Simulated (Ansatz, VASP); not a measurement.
## LiH in VASP and in Ansatz

```xyz
2
Lattice="0.0000 2.1644 2.1644 2.1644 0.0000 2.1644 2.1644 2.1644 0.0000" Properties=species:S:1:pos:R:3 pbc="T T T"
Li    0.0000    0.0000    0.0000
H     2.1644    2.1644    2.1644
```

Alike in both runs: task single point; functional PBE; k mesh 14 × 14 × 14; occupations gaussian, width 0.05 eV; no spin polarisation.

```csv
,VASP,Ansatz
version,VASP 6.6.1,Ansatz 0.2.0
potentials or method,"VASP PAW PBE potentials, release 64 (Li_sv, H)","scalar-relativistic, plane waves, PAW"
plane-wave cutoff (eV),520,420
valence electrons in the cell,4,4
```

|  | VASP | Ansatz | Ansatz less VASP |
| --- | --- | --- | --- |
| gap on the k mesh at the Fermi level (eV) | 3.10 | 3.11 | +0.007 |

 A k mesh can miss the band edges. As with any semilocal functional, this PBE gap is likely too small.
